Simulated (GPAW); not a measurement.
# Ge (C2/c) in GPAW: a series of runs

Runs on Ge. Level: PBEsol. Tasks: single point.

Everything below comes from runs of GPAW 26.7.0. Logs are shortened: lines on timing, memory, paths and dates and some standing lists are left out, and cuts for length are marked. The log counts tension as positive stress, the text compression.

## Step 1: Starting point

The structure is monoclinic, space group C2/c (No. 15). The conventional cell has a = 7.137 Å, b = 2.874 Å, c = 4.993 Å, α = 90.00°, β = 132.06°, γ = 90.00°. Around Ge (site symmetry 2) lie 6 Ge at 2.68 to 2.87 Å.

This isn't the form of Ge at room conditions, which is diamond.

## Step 2: Single point, PBEsol, 19.01 Å³/atom

Input file run.py:

```python
from ase import Atoms
from ase.dft.bandgap import bandgap
from ase.io import write
from ase.units import GPa
from gpaw import GPAW, PW, setup_paths

setup_paths.insert(0, '.')

atoms = Atoms(['Ge', 'Ge'],
              cell=[[-2.54891526, 2.70078096, 1.436947],
                    [2.54891526, -2.70078096, 1.436947],
                    [2.44288074, 2.60094504, -1.436947]],
              scaled_positions=[[0.314057, 0.064057, 0.25],
                                [0.685943, 0.935943, 0.75]],
              pbc=True)

calc = GPAW(mode=PW(600),
            xc='PBEsol',
            kpts={'size': (9, 9, 9), 'gamma': True},
            occupations={'name': 'fermi-dirac', 'width': 0.05},
            nbands=11,
            convergence={'density': 1e-05, 'energy': 1e-05},
            maxiter=150,
            txt='gpaw.txt')
atoms.calc = calc
energy = atoms.get_potential_energy()
forces = atoms.get_forces()
stress = atoms.get_stress()
calc.write('gs.gpw')
write('result.traj', atoms)
print(f'Energy: {energy:.6f} eV')
print('Forces (eV/A):')
print(forces.round(4))
print('Stress (GPa):', (stress / GPa).round(3))
print('Fermi level:', round(calc.get_fermi_level(), 4), 'eV')
print(f'Gap: {bandgap(calc)[0]:.4f} eV, direct: {bandgap(calc, direct=True)[0]:.4f} eV')
```

Potentials or basis: PAW data sets generated in the run's folder for this functional, pw.

Launch:

```bash
$ gpaw-setup -f PBEsol Ge
$ OMP_NUM_THREADS=1 python run.py
```

gpaw.txt:

```text
__  _  _
 | _ |_)|_||  |
 |__||  | ||/\| - 26.7.0

Input parameters:
  mode=PW(ecut=600.0),
  convergence={'density': 1e-05, 'energy': 1e-05},
  kpts=MonkhorstPack(size=(9, 9, 9), gamma=True),
  maxiter=150,
  nbands=11,
  occupations=Occupations(name='fermi-dirac', width=0.05),
  xc=XC(name='PBEsol')

Diagonalizing LCAO Hamiltonian
Converting LCAO to pw mode

             Ge

       Ge

Atoms  # Å, Bohr magnetons
|   | symbol |         x |        y |        z |    initial magnetic moments |
|---|--------|-----------|----------|----------|-----------------------------|
| 0 |     Ge | -0.026509 | 1.325431 | 0.184093 | ( 0.0000,  0.0000,  0.0000) |
| 1 |     Ge |  2.469389 | 1.275514 | 1.252854 | ( 0.0000,  0.0000,  0.0000) |

Unit cell  # Å
| periodic |         x |         y |         z |  lengths |     angles |
|----------|-----------|-----------|-----------|----------|------------|
|      yes | -2.548915 |  2.700781 |  1.436947 | 3.981960 | 100.771363 |
|      yes |  2.548915 | -2.700781 |  1.436947 | 3.981960 |  94.744408 |
|      yes |  2.442881 |  2.600945 | -1.436947 | 3.846739 | 137.693433 |

Number of symmetries: 2
Symmetry operations  # r_c * U_cc + t_c -> r_c
|   | kind |            matrix            |
|---|------|------------------------------|
| 0 |  E   |  1, 0, 0,  0, 1, 0,  0, 0, 1 |
| 1 |  i   | -1, 0, 0,  0,-1, 0,  0, 0,-1 |

BZ-sampling:
  Number of BZ points: 729
  Number of IBZ points: 365

  Monkhorst-Pack size: [9, 9, 9]
  Monkhorst-Pack shift: [0, 0, 0]

K-points  # in reciprocal-cell coordinates
|     |                                coordinates |     weight |
|-----|--------------------------------------------|------------|
|   0 | (  0.00000000,   0.00000000,   0.00000000) | 0.00137174 |
|   1 | (  0.00000000,   0.00000000,   0.11111111) | 0.00274348 |
|   2 | (  0.00000000,   0.00000000,   0.22222222) | 0.00274348 |
|   3 | (  0.00000000,   0.00000000,   0.33333333) | 0.00274348 |
|   4 | (  0.00000000,   0.00000000,   0.44444444) | 0.00274348 |
|   5 | (  0.00000000,   0.11111111,  -0.44444444) | 0.00274348 |
|   6 | (  0.00000000,   0.11111111,  -0.33333333) | 0.00274348 |
|   7 | (  0.00000000,   0.11111111,  -0.22222222) | 0.00274348 |
|   8 | (  0.00000000,   0.11111111,  -0.11111111) | 0.00274348 |
|   9 | (  0.00000000,   0.11111111,   0.00000000) | 0.00274348 |
| ... |                                            |            |
| 364 | (  0.44444444,   0.44444444,   0.44444444) | 0.00274348 |

Plane wave coefficients: 1282
Cutoff: 600.0 eV

Spin-components: 1 (collinear spins)
Bands:           11
Projectors:      10
Spin-degeneracy: 2
Datatype:        complex128

Parallelization:
  kpt:    1
  domain: 1
  band:   1

Density:
  Valence electrons: 8.0
  Components: 1
  Grid points: [24 24 24]
  Charge: 0.0  # |e|

Potential:
  Grid points: [24 24 24]

species:
  Ge:
    name:    Germanium
    Z:       32.0
    valence: 4
    core:    28
    charge:  0.0  # [|e|]
    compensation charges:
      type: gauss
      rc: 0.32  # [Å]
      lmax: 2
    cutoffs:
      filter: 1.77  # [Å]
      core: 3.42  # [Å]
    projectors
    | kind |    occ | energy [eV] | rcut [Å] |
    |------|--------|-------------|----------|
    |   4s |  2.000 |     -11.738 |    1.005 |
    |   4p |  2.000 |      -3.898 |    1.005 |
    |    s |        |      15.473 |    1.005 |
    |    p |        |      23.314 |    1.005 |
    |    d |        |       0.000 |    1.005 |

    Using partial waves for Ge as LCAO basis

Reference energy: -114111.519876  # eV

eigensolver:
  PPCG
  Converge bands: occupied
  niter=2

density mixing:
  MSR1-Mixer
  Pratt-step length: 0.05
  Maximum mixing coefficient: 0.75
  Old densities: 10
  SVD Regularization: 0.005
  Good broyden scale: 1.0
  Trust region scale: 1.0
  Backstep threshold: 4.0
  History deletion threshold: 6.0
  Fourier metric: weight=20.0, sigma=0.015

occupation numbers:
  Fermi-Dirac:
    width: 0.0500  # eV

poisson solver:
  ecut: 4800.0  # eV

xc functional:
  name: PBEsol with 2 nearest neighbor stencil

convergence criteria:
- Maximum integral of absolute [dens]ity change: 1e-05 electrons / valence electron
- Maximum [total energy] change in last 3 cyles: 1e-05 eV / valence electron
- Maximum integral of absolute [eigenst]ate change: 4e-08 eV^2 / valence electron
maximum number of iterations: 150

SCF iterations
|iter     | |      energy | eigst |  dens |
|---------|-|-------------|-------|-------|
|iter:   1| |   -9.514906 | -0.72 |       |
|iter:   2| |   -9.513809 | -3.10 | -1.19 |
|iter:   3| |   -9.498906 | -3.41 | -1.22 |
|iter:   4| |   -9.498026 | -4.23 | -1.76 |
|iter:   5| |   -9.497999 | -5.41 | -2.69 |
|iter:   6| |   -9.498000c| -7.16 | -3.85 |
|iter:   7| |   -9.497999c| -7.96c| -4.55 |
|iter:   8| |   -9.497999c| -9.12c| -5.25c|

Converged in 8 steps
Energy contributions relative to reference atoms: (reference = -114111.519876)

Energy contributions:
  Kinetic:          14.721619
  Coulomb:         -13.128727
  Zero:             -0.008119
  External:          0.000000
  Xc:              -11.079329
  Entropy:          -0.006886
  Spinorbit:         0.000000
  ----------------------------
  Free energy:      -9.501443
  Extrapolated:     -9.497999

dipole moment: (0.000152, 0.000162, 0.000089)  # |e|*Ang

Fermi level: 7.576
Eigenvalues  # (at kpt = [0.000, 0.000, 0.000])
| band index |      eig [eV] | occ [0-2] |
|------------|---------------|-----------|
|          0 |        -5.534 |     2.000 |
|          1 |         3.724 |     2.000 |
|          2 |         5.037 |     2.000 |
|          3 |         5.883 |     2.000 |
|          4 |        11.022 |     0.000 |
|          5 |        14.545 |     0.000 |
|          6 |        14.763 |     0.000 |
|          7 |        15.480 |     0.000 |
|          8 |        15.837 |     0.000 |
|          9 |        18.153 |     0.000 |
|         10 |        20.041 |     0.000 |

No gap
No difference between direct/indirect transitions

Forces  # eV/Ang
|        x |        y |        z |
|----------|----------|----------|
|  0.00000 | -0.00000 |  0.03239 |  # Ge   0
| -0.00000 |  0.00000 | -0.03239 |  # Ge   1

Stress tensor  # eV/Ang^3
|         x |         y |        z |
|-----------|-----------|----------|
|  0.014518 | -0.010189 | 0.000000 |
| -0.010189 |  0.019362 | 0.000000 |
|  0.000000 |  0.000000 | 0.013008 |

# Writing to gs.gpw (mode='')
```

Wall time 43 s (1 thread of Intel Xeon 6975P-C (Granite Rapids), shared host); peak memory 0.31 GiB.

Results:

* Free energy: -9.5014 eV
* Pressure: -2.5 GPa
* Largest force: 0.032 eV/Å
* Band gap on the k mesh: none (metal or under the smearing width)

Caveat: the density grid can change from cell to cell, which puts small steps into energies and stress.

## Step 3: Single point, PBEsol, 19.01 Å³/atom

run.py: that of step 2 with these lines changed.

```diff
@@ -9,5 +9,5 @@
 atoms = Atoms(['Ge', 'Ge'],
-              cell=[[-2.54891526, 2.70078096, 1.436947],
-                    [2.54891526, -2.70078096, 1.436947],
-                    [2.44288074, 2.60094504, -1.436947]],
+              cell=[[-2.52240663, 2.67582198, 1.436947],
+                    [2.52240663, -2.67582198, 1.436947],
+                    [2.46938937, 2.62590402, -1.436947]],
               scaled_positions=[[0.314057, 0.064057, 0.25],
```

Potentials or basis: PAW data sets generated in the run's folder for this functional, pw.

Launch:

```bash
$ gpaw-setup -f PBEsol Ge
$ OMP_NUM_THREADS=1 python run.py
```

Run time: 43 s. Hardware: 1 thread of Intel Xeon 6975P-C (Granite Rapids), shared host; peak memory 0.31 GiB.

It converged, with:

| Item | Value |
| --- | --- |
| Free energy | -9.5066 eV |
| Pressure | -2.6 GPa |
| Largest force | 0.037 eV/Å |
| Band gap on the k mesh | none (metal or under the smearing width) |

Caveat: the density grid can change from cell to cell, which puts small steps into energies and stress.
